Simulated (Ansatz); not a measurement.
input.yaml (Ansatz)

```yaml
crystal:
  lattice:
    - [2.4176036308, 0.0, 0.0]
    - [-1.2088018154, 2.0937061606, 0.0]
    - [0.0, 0.0, 4.3318909841]
  atoms:
    - { symbol: Cr, position: [0.3333333333, 0.6666666667, 0.25], spin: 1.5 }
    - { symbol: Cr, position: [0.6666666667, 0.3333333333, 0.75], spin: -1.5 }
hamiltonian:
  xc: pbe
  pseudopotentials:
    kind: paw
    azcp:
      Cr: "pseudopotentials/Cr.paw.azcp"
basis:
  ecutwfc: 420
  fft_grid_basis: typed
kpoints:
  mp_grid: { grid: [16, 16, 8], shift: [0, 0, 0] }
magnetization:
  spin_polarized: true
scf:
  occupations: { method: fermi_dirac, width: 0.05 }
  lower_state_search: "off"
output:
  stress: true
```

and its output:

```
Engine: ansatz 0.2.0, x86_64-unknown-linux-gnu
Pseudopotentials: kind: paw
Pseudopotential: Cr, paw, valence charge 14, recommended cutoff 420 eV (normal) 
Functional definition: PBE
  parameter kappa = 0.804
  parameter beta = 0.06672455060314922
  exchange = pbe_x(kappa = kappa, mu = beta*pi^2/3)
  correlation = pbe_c(beta = beta)
Crystal: 2 atoms, lattice volume = 21.927 Å³
Basis set: ecut = 420 eV, 405 PW (Γ)
Bands: 20, of which v1, the nominal top of the filled ones, is band 14 counted from 1 (13 counted from 0)
Symmetry: 12 space group operations
Space group: P-6m2 (ITA 187), of the structure as read, at distance tolerance 2.8e-5 Å
Magnetic group: BNS 194.267 (UNI 1497), of the structure as read, at distance tolerance 2.8e-5 Å
k-points: 150 of 2048 (time reversal used)
Non-local potential: Cr, projectors of the file, l = 0: 3, l = 1: 2, l = 2: 3, l = 3: 1
PAW form: soft (Blöchl's): semilocal exchange-correlation on the pseudo side does not see the compensation charge
PAW one-centre angular grid: Cr, 590 points (default); XC on 64 Gauss nodes
Initial density: superposition of atomic densities (chi_scale 0.1, normalization cell)
Starting moments: Σ|m| = 3 μB on 2 of 2 sites
Starting magnetic order: antiferromagnet; an inversion exchanges its spin sublattices: spin-degenerate at every k-point
Initial wavefunctions: pseudopotential atomic-orbital guess
Functional: x = pbe(κ = 0.804, μ = 0.2195149727645171), c = pbe(β = 0.06672455060314922)
SCF iter   1: F=—  HF=-6756.825358 eV  |F-HF|=—  |Δ(HF+E_count)|=         —  Δρ=1.52e-1 (↑1.52e-1 ↓1.52e-1)  dr2=9.52e0  dr2_m=1.91e0  M=0.000 μB ∫|m|=1.255 μB  β_m=0.30  ethr=3.10e-3  ⟨swp⟩=3.5  Hψ=20954  notcnv=0  defer=21
SCF iter   2: F=—  HF=-6755.012869 eV  |F-HF|=—  |Δ(HF+E_count)|=    1.81e0  Δρ=9.22e-2 (↑9.22e-2 ↓9.22e-2)  dr2=2.78e0  dr2_m=9.47e-1  M=-0.000 μB ∫|m|=1.220 μB  β_m=0.30  ethr=3.10e-3  ⟨swp⟩=2.0  Hψ=13268  notcnv=0  defer=162
SCF iter   3: F=—  HF=-6754.388158 eV  |F-HF|=—  |Δ(HF+E_count)|=   6.25e-1  Δρ=4.80e-2 (↑4.80e-2 ↓4.80e-2)  dr2=7.42e-2  dr2_m=4.09e-1  M=-0.000 μB ∫|m|=1.248 μB  β_m=0.30  ethr=3.10e-3  ⟨swp⟩=2.3  Hψ=11456  notcnv=0  defer=162
SCF iter   4: F=—  HF=-6754.396867 eV  |F-HF|=—  |Δ(HF+E_count)|=   8.71e-3  Δρ=4.11e-2 (↑4.10e-2 ↓4.11e-2)  dr2=2.14e-2  dr2_m=3.33e-1  M=0.000 μB ∫|m|=1.072 μB  β_m=0.30  ethr=2.65e-4  ⟨swp⟩=2.8  Hψ=14406  notcnv=0  defer=124
SCF iter   5: F=—  HF=-6754.426056 eV  |F-HF|=—  |Δ(HF+E_count)|=   2.92e-2  Δρ=3.39e-2 (↑3.39e-2 ↓3.36e-2)  dr2=6.06e-4  dr2_m=2.29e-1  M=-0.000 μB ∫|m|=0.964 μB  β_m=0.30  ethr=7.64e-5  ⟨swp⟩=2.1  Hψ=11014  notcnv=0  defer=122
SCF iter   6: F=—  HF=-6754.454811 eV  |F-HF|=—  |Δ(HF+E_count)|=   2.88e-2  Δρ=3.02e-2 (↑2.81e-2 ↓3.02e-2)  dr2=2.09e-3  dr2_m=1.71e-1  M=-0.000 μB ∫|m|=0.854 μB  β_m=0.30  ethr=2.16e-6  ⟨swp⟩=2.0  Hψ=11459  notcnv=0  defer=122
...
SCF iter  17: F=-6754.540089 eV  HF=-6754.540089 eV  |F-HF|=2.32e-9  |Δ(HF+E_count)|=   8.19e-7  Δρ=1.82e-5 (↑1.62e-5 ↓1.82e-5)  dr2=6.86e-8  dr2_m=3.97e-8  M=-0.000 μB ∫|m|=0.001 μB  β_m=0.77  ethr=3.57e-10  ⟨swp⟩=2.0  Hψ=21435  notcnv=0
iter 18 did not close the SCF: its close was put off for a magnetic moment that had not settled (scf_convergence_deferred on its scf_iter line)
SCF iter  18: F=-6754.540089 eV  HF=-6754.540089 eV  |F-HF|=6.56e-10  |Δ(HF+E_count)|=   7.21e-8  Δρ=6.06e-6 (↑6.06e-6 ↓5.68e-6)  dr2=1.01e-8  dr2_m=4.02e-9  M=-0.000 μB ∫|m|=0.000 μB  β_m=0.84  ethr=2.45e-10  ⟨swp⟩=1.6  Hψ=18580  notcnv=0
iter 19 did not close the SCF: its close was put off for a magnetic moment that had not settled (scf_convergence_deferred on its scf_iter line)
SCF iter  19: F=-6754.540089 eV  HF=-6754.540089 eV  |F-HF|=8.00e-11  |Δ(HF+E_count)|=   8.50e-9  Δρ=1.88e-6 (↑1.88e-6 ↓1.75e-6)  dr2=6.55e-10  dr2_m=5.05e-10  M=-0.000 μB ∫|m|=0.000 μB  β_m=0.80  ethr=3.61e-11  ⟨swp⟩=1.0  Hψ=17680  notcnv=0
SCF iter  20: F=-6754.540089 eV  HF=-6754.540089 eV  |F-HF|=6.01e-10  |Δ(HF+E_count)|=  8.43e-10  Δρ=9.54e-7 (↑9.54e-7 ↓7.18e-7)  dr2=6.82e-10  dr2_m=1.62e-11  M=-0.000 μB ∫|m|=0.000 μB  ethr=2.34e-12  ⟨swp⟩=1.0  Hψ=17256  notcnv=0
WARN: the starting moments were not kept: the SCF closed with an absolute magnetisation of 1.1e-5 μB, where they sum to 3 μB in size (2 sites). That is at most 0.1 of that sum. Measured as dr2_m measures the in/out step, that magnetisation stands 3.6e-11 eV from none, at or under the dr2_threshold of 1.0e-7 eV: it is no larger than a step whose dr2_m would equal this threshold. The system may hold no moment; this SCF shows only that its start led to no more than that. To try another start: raise the starting moments (crystal.atoms[].spin, magnetization.per_species, magnetization.initial_magnetization, or on a non-collinear deck that types none of these the spinor_matrix: blocks that start its atoms; where the total moment is fixed, keep their sum and leave initial_magnetization as it is; typed ones take the place of any that the run laid by itself, positive ones on a crystal's lanthanoids without a Hubbard term where scf.initial_density.shell_occupations: [] is typed) or, if the notice of its spin-set hold's release reads "site moments contracting" or "site moments show no strong build", lengthen the hold (scf.mixing.spin_hold: { on: { confirm: 4 } }; for m-r²SCAN on two components see the key's manual first). Each may lead to a state that holds a moment. A second SCF, from the converged charge density, with the starting moments and any scf.initial_density.shell_occupations laid on it anew, would have followed, and was not run: the deck does not ask for one (magnetization.retry_lost_moments is false, the default). To let it run, set magnetization.retry_lost_moments: true and run the deck again, where that key's refused combinations let it; where memory then withholds it, that run's warning says so.
SCF 1 converged in 20 iterations: F = -6754.540089 eV  dr2 = 6.82e-10
SCF converged after 20 iterations
Magnetization: -0.0000 μB (14.0000 up, 14.0000 down)
Absolute magnetization: 0.0000 μB (∫|ρ↑−ρ↓|, with the PAW one-centre terms)
Spin contamination: 0.0000 ħ² per cell (⟨S²⟩ above its minimum at these occupations)
Per-site moments (μB) at R_I (Å): [(3.662731994389908e-6, 0.997261497715885), (-4.710072543634135e-6, 0.997261497715885)]
Free energy (F): -6754.540089 eV
Harris-Foulkes:  -6754.540089 eV  (|F-HF|=6.01e-10)
Internal energy: -6754.514810 eV  (E = F + TS)
E sigma→0 (E₀):  -6754.527449 eV
Entropy (-TS):   -0.025279 eV (-12.639 meV/atom)
Fermi energy:    20.475685 eV
--- Per-component energies (eV) ---
  E_band       = -252.307160
  E_kinetic    = 692.111587
  E_local      = -2274.527426  (includes V_loc(G=0)·N_el)
  E_nonlocal   = 159.875718
  E_hartree    = 1005.902665
  E_xc         = -281.573810
  E_vxc        = -359.404785  (∫ρ·V_xc dr)
  E_paw        = -2391.803984  (= ΣΔE_a)
  E_vpaw       = -482.167201  (= ΣTr[D̂ρ^β])
  E_aug_tail   = 0.000704  (compensation charges beyond the density's cutoff)
  E_ewald      = -3664.500264
  E_smearing   = -0.025279  (= −TS)
  E_closure    = 0.000000  (closes the sum)
  Σ components = -6754.540089   (vs F -6754.540089, Δ=0.00e0)
--- Stress (GPa, compression-positive) ---
       24.399365       0.000000      -0.000000
        0.000000      24.399365       0.000000
       -0.000000       0.000000      21.338552
  P = ⅓ Tr σ = 23.3791 GPa (233.791 kbar)
```

Launched by

```sh
ansatz run input.yaml --threads 1 --pin off --max-ram 3584MiB --backend cpu --events-out ev --progress --plain --runs-dir out
```

On 1 thread of Intel(R) Xeon(R) Platinum 8259CL CPU @ 2.50GHz (Skylake/Cascade Lake) (shared host) this took about 32 s of wall time and 32 s of CPU time.
